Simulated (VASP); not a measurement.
The system is TiO2.

```xyz
6
Lattice="-1.8921 1.8921 4.7573 1.8921 -1.8921 4.7573 1.8921 1.8921 -4.7573" Properties=species:S:1:pos:R:3 pbc="T T T"
Ti    0.0000    0.0000    0.0000
Ti    0.0000    1.8921    2.3786
O     0.0000    0.0000    1.9800
O     0.0000    1.8921    4.3586
O     0.0000    1.8921    0.3987
O     0.0000    0.0000    7.5346
```

| Property | Result |
| --- | --- |
| Program | VASP 6.6.1 |
| Task | relaxation of cell and atoms |
| Functional | PBE |
| Potentials or basis | VASP PAW PBE potentials, release 64 (Ti_sv, O) |
| Cutoff | 600 eV |
| k mesh | 10 × 10 × 10 |
| Occupations | gaussian, width 0.03 eV |
| Spin | no spin polarisation |

At the start: pressure 5.7 GPa; volume 11.35 Å³/atom.

How do energy, volume and symmetry change on relaxing?

Over 10 steps the energy falls by 5.7 meV/atom and the volume is 11.69 Å³/atom (+3.0 %); space group I4_1/amd (No. 141, to 0.05 Å).

The path:
```tsv
step	energy change (eV)	largest force (eV/Å)	pressure (GPa)	volume (Å³)
1	0.0000	0.1231	5.69	68.13
2	0.0193	0.3205	-6.32	72.18
3	-0.0307	0.0862	0.04	69.86
4	-0.0307	0.0821	0.11	69.83
5	-0.0317	0.0438	0.12	69.91
6	-0.0323	0.0071	0.05	70.01
7	-0.0330	0.0001	-0.08	70.08
8	-0.0339	0.0215	-0.45	70.27
9	-0.0341	0.0026	0.30	70.06
10	-0.0342	0.0066	0.03	70.14
```

Final structure:
```xyz
6
Lattice="-1.9008 1.9008 4.8529 1.9008 -1.9008 4.8529 1.9008 1.9008 -4.8529" Properties=species:S:1:pos:R:3 pbc="T T T"
Ti    0.0000    0.0000    0.0000
Ti    0.0000    1.9008    2.4264
O     0.0000    0.0000    2.0049
O     0.0000    1.9008    4.4313
O     0.0000    1.9008    0.4215
O     0.0000    0.0000    7.7009
```
